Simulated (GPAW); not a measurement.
Set up this calculation in GPAW 26.7.0, as an ASE script.

```yaml
Task: band structure
Functional: r4SCAN
Potentials_or_basis: GPAW PAW data sets (gpaw-data 1.2.1)
Cutoff: 800 eV
Basis: pw
k_mesh: 10 × 10 × 10
Occupations: fermi-dirac, width 0.05 eV
Spin: no spin polarisation
Maxiter: 150
Band_path: GXWKGLUWLK,UX
Band_points: 100
```

C:

```
CELL_PARAMETERS angstrom
0.00000 1.78337 1.78337
1.78337 0.00000 1.78337
1.78337 1.78337 0.00000
ATOMIC_POSITIONS crystal
C 0.75000 0.75000 0.75000
C 0.50000 0.50000 0.50000
```

This isn't the form of C at room conditions, which is graphite.

These files were run (other wordings do the same):

run.py

```python
from ase import Atoms
from ase.dft.bandgap import bandgap
from ase.io import write
from ase.units import GPa
from gpaw import GPAW, PW

atoms = Atoms(['C', 'C'],
              cell=[[0.0, 1.78337, 1.78337],
                    [1.78337, 0.0, 1.78337],
                    [1.78337, 1.78337, 0.0]],
              scaled_positions=[[0.75, 0.75, 0.75],
                                [0.5, 0.5, 0.5]],
              pbc=True)

calc = GPAW(mode=PW(800),
            xc='MGGA_X_R4SCAN+MGGA_C_R2SCAN',
            kpts={'size': (10, 10, 10), 'gamma': True},
            occupations={'name': 'fermi-dirac', 'width': 0.05},
            nbands=11,
            convergence={'density': 1e-05, 'energy': 1e-05},
            maxiter=150,
            txt='gpaw.txt')
atoms.calc = calc
energy = atoms.get_potential_energy()
forces = atoms.get_forces()
stress = atoms.get_stress()
calc.write('gs.gpw')
write('result.traj', atoms)
print(f'Energy: {energy:.6f} eV')
print('Forces (eV/A):')
print(forces.round(4))
print('Stress (GPa):', (stress / GPa).round(3))
print('Fermi level:', round(calc.get_fermi_level(), 4), 'eV')
print(f'Gap: {bandgap(calc)[0]:.4f} eV, direct: {bandgap(calc, direct=True)[0]:.4f} eV')

path = atoms.cell.bandpath('GXWKGLUWLK,UX', npoints=100, eps=1e-4)
bs_calc = calc.fixed_density(kpts=path, symmetry='off', nbands=18,
                             convergence={'bands': 'CBM+6.0', 'eigenstates': 1e-6}, txt='bands.txt')
bs = bs_calc.band_structure()
bs.write('bs.json')
print(f'Gap on the path: {bandgap(bs_calc)[0]:.4f} eV')
```

Potentials or basis: GPAW PAW data sets (gpaw-data 1.2.1), pw.

Command:

```sh
$ OMP_NUM_THREADS=1 python run.py
```

Results of the run:

```json
{"Pressure": "-3.6 GPa", "Band gap on the k mesh": "4.46 eV, indirect (least direct gap 6.02 eV)", "Band gap along the path": "4.42 eV, indirect (least direct gap 6.02 eV)"}
```

Caveat: the PAW data sets were made with another functional, which shifts forces and pressure a little.

Run time: 47 s on 1 thread of Arm Neoverse V2 (shared host), peak memory 0.19 GiB.
